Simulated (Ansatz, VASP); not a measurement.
W: VASP beside Ansatz

```
CELL_PARAMETERS angstrom
0.00000 2.04804 2.04804
2.04804 0.00000 2.04804
2.04804 2.04804 0.00000
ATOMIC_POSITIONS crystal
W 0.00000 0.00000 0.00000
```

Alike in both runs: task single point; functional PBE; k mesh 8 × 8 × 8; occupations gaussian, width 0.05 eV; no spin polarisation.

|  | VASP | Ansatz |
| --- | --- | --- |
| version | VASP 6.6.1 | Ansatz 0.2.0 |
| potentials or method | VASP PAW PBE potentials, release 64 (W_sv) | scalar-relativistic, plane waves, PAW |
| plane-wave cutoff (eV) | 520 | 420 |
| valence electrons in the cell | 14 | 14 |

|  | VASP | Ansatz | Ansatz less VASP |
| --- | --- | --- | --- |
| pressure (GPa) | -10.8 | -11.1 | -0.31 |

The runs have no spin-orbit coupling, so splittings on W are missing.
